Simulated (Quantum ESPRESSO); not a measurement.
# ZnO (zincite) under changes of volume

One of the cells (11.900 Å³/atom); the others are scaled copies at fixed shape and fractional positions:

```
CELL_PARAMETERS angstrom
3.24931 0.00000 0.00000
-1.62465 2.81398 0.00000
0.00000 0.00000 5.20571
ATOMIC_POSITIONS crystal
Zn 0.66667 0.33333 0.00000
Zn 0.33333 0.66667 0.50000
O 0.33333 0.66667 0.87901
O 0.66667 0.33333 0.37901
```

- Program: Quantum ESPRESSO 7.5
- Functional: LDA
- Potentials or basis: GBRV 1.5 LDA
- Cutoff: 762 eV
- Density cutoff: 6095 eV
- k mesh: 9 × 9 × 5
- Occupations: fermi-dirac, width 0.05 eV
- Spin: no spin polarisation

| volume (Å³/atom) | energy over the lowest point (meV/atom) | pressure (GPa) | gap on the mesh (eV) |
| --- | --- | --- | --- |
| 11.186 | 2.36 | 3.1 | 0.85 |
| 11.424 | 0.00 | -0.4 | 0.81 |
| 11.662 | 2.61 | -3.6 | 0.78 |
| 11.900 | ? | ? | ? |
| 12.138 | 20.63 | -8.9 | 0.71 |
| 12.376 | 35.15 | -11.1 | 0.68 |
| 12.614 | 52.83 | -13.1 | 0.65 |

Problem. What does the run at 11.900 Å³/atom give?

Solution. Energy over the lowest point 9.64 meV/atom; pressure -6.4 GPa; gap on the mesh 0.75 eV.

Worked out: A Birch-Murnaghan fit of order 3 (a polynomial in V^(-2/3)) to the other rows has its minimum at 11.41 Å³/atom with B0 = V·E''(V) = 161 GPa and B' = 4.4 at fixed shape and positions, which overstates the stiffness. It gives 9.64 meV/atom at 11.900 Å³/atom, against the run's 9.64, and -dE/dV = -6.1 GPa, against -6.4. A straight line through the other rows of the gap, of slope -1.66 eV per unit of ln V (its deformation potential), gives 0.75 eV, against the run's 0.75.

Energies are extrapolated to zero smearing.
